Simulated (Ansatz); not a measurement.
## Elastic constants of SnSe$_{2}$ at 5 GPa (stress–strain coefficients): input and output

All numbers below come from DFT PBEsol, scalar-relativistic, plane waves, PAW (Ansatz 0.2.0).

Launched with:
```bash
ansatz run input.yaml --threads 1 --pin off --max-ram 3072MiB --backend cpu --events-out ev --progress --plain --runs-dir out
```

Input (bare energies are in eV):
```yaml
crystal:
  lattice:
    - [3.7788050735, 0.0, 0.0]
    - [-1.8894025367, 3.2725411896, 0.0]
    - [0.0, 0.0, 5.4979457638]
  atoms:
    - { symbol: Sn, position: [0.0, 0.0, 0.0] }
    - { symbol: Se, position: [0.3333333333, 0.6666666667, 0.2888510134] }
    - { symbol: Se, position: [0.6666666667, 0.3333333333, 0.7111489866] }
basis:
  ecutwfc: 420
kpoints:
  mp_grid: { grid: [12, 12, 8] }
hamiltonian:
  xc: pbesol
scf:
  occupations: { method: fermi_dirac, width: 0.15 }
output:
  forces: true
  stress: true
  eigenvalues: true
elastic:
  mode: relaxed_ion
  amplitude: 0.005
  stencil: two_point
```

From the output:
```
--- Elastic constants: 3 strain directions × 2 members + reference (group order 12) ---
  dense FFT box of the reference and of every strained cell: 27×27×40
  strains applied: 11, 33, 23; error gains: componentwise 1.00 (the most a stress slope's error grows in a printed constant), spectral 1.41 (1 for all six strains in a standard setting)
  reference relaxed by the batch: 3 steps; max|allowed force component| 2.06e-4 eV/Å at the deck's positions, 7.79e-9 at the last accepted step, 6.02e-8 by the solve of record
  largest displacement 2.6e-5 Å; the constants are those of the deck's cell at these positions:
  atoms:
    - { symbol: Sn, position: [0.0, 0.0, 0.0] }
    - { symbol: Se, position: [0.33333333333333337, 0.6666666666666667, 0.28885571941274435] }
    - { symbol: Se, position: [0.6666666666666666, 0.33333333333333337, 0.7111442805872557] }
  C = ∂σ_k/∂η_j (tension-positive GPa; Voigt order 11 22 33 23 13 12):
       125.747     52.176     54.536     -9.659     -0.000     -0.000
        52.176    125.747     54.536      9.659      0.000     -0.000
        54.503     54.503     67.896     -0.000      0.000      0.000
        -9.663      9.663      0.000     18.226     -0.000      0.000
        -0.000      0.000      0.000      0.000     18.226     -9.663
         0.000      0.000      0.000      0.000     -9.659     36.786
  reference stress σ⁰ (GPa):     -4.998     -4.998     -4.993     -0.000     -0.000     -0.000
  C* (energy form; C + prestress term) asymmetry max|C*_kj − C*_jk| = 2.708e-2 GPa — a small one proves nothing (zero by symmetry where the batch's group is 432, −43m or m−3m); a large one is finite-difference/SCF noise where every solve ...
  moduli (Voigt/Reuss/Hill, GPa): K = 71.31/64.15/67.73   G = 25.19/19.20/22.20   E = 60.03   ν = 0.352
  mechanically stable: yes (min eigenvalue of sym C = 14.11 GPa)
  strain η (Voigt 11):  stress-route row diagonal C_11 = 125.75 GPa, energy-path curvature d²(F+E_count+ΔE)/dδ²/Ω₀ = 125.86 GPa
         δ    σ_11 (GPa) F (eV) n_scf n_hpsi n_pw
    -5.000e-3      -5.6381      -16799.1014791       5  125575   1342   relax 4 steps, max|allowed force component| 3.15e-7 eV/Å
     5.000e-3      -4.3806      -16799.1227086       5  123228   1351   relax 3 steps, max|allowed force component| 3.93e-6 eV/Å
  strain η (Voigt 33):  stress-route row diagonal C_33 = 67.90 GPa, energy-path curvature d²(F+E_count+ΔE)/dδ²/Ω₀ = 67.90 GPa
         δ    σ_33 (GPa) F (eV) n_scf n_hpsi n_pw
    -5.000e-3      -5.3417      -16799.1018035       6   55141   1350   relax 3 steps, max|allowed force component| 1.02e-5 eV/Å
     5.000e-3      -4.6627      -16799.1229980       5   48436   1351   relax 3 steps, max|allowed force component| 5.63e-6 eV/Å
  strain η (Voigt 23):  stress-route row diagonal C_44 = 18.23 GPa, energy-path curvature d²(F+E_count+ΔE)/dδ²/Ω₀ = 20.81 GPa
         δ    σ_23 (GPa) F (eV) n_scf n_hpsi n_pw
    -5.000e-3      -0.0923      -16799.1126520       6  134331   1350   relax 3 steps, max|allowed force component| 1.27e-5 eV/Å
     5.000e-3       0.0900      -16799.1126536       5  122369   1350   relax 3 steps, max|allowed force component| 2.23e-6 eV/Å
```

It took 11 min on 1 thread of Intel(R) Xeon(R) Platinum 8259CL CPU @ 2.50GHz (Skylake/Cascade Lake), on a shared host, peak memory 0.87 GiB.

In a metal, frequencies and elastic constants depend on the k mesh and the smearing, soft modes and shear constants most. Spin–orbit coupling is left out, which matters for heavy elements. A semilocal functional can close a gap that the real compound has.

The least eigenvalue is 14.1 GPa; in a metal on this mesh the verdict on stability isn't firm within about 20 GPa or a tenth of the bulk modulus.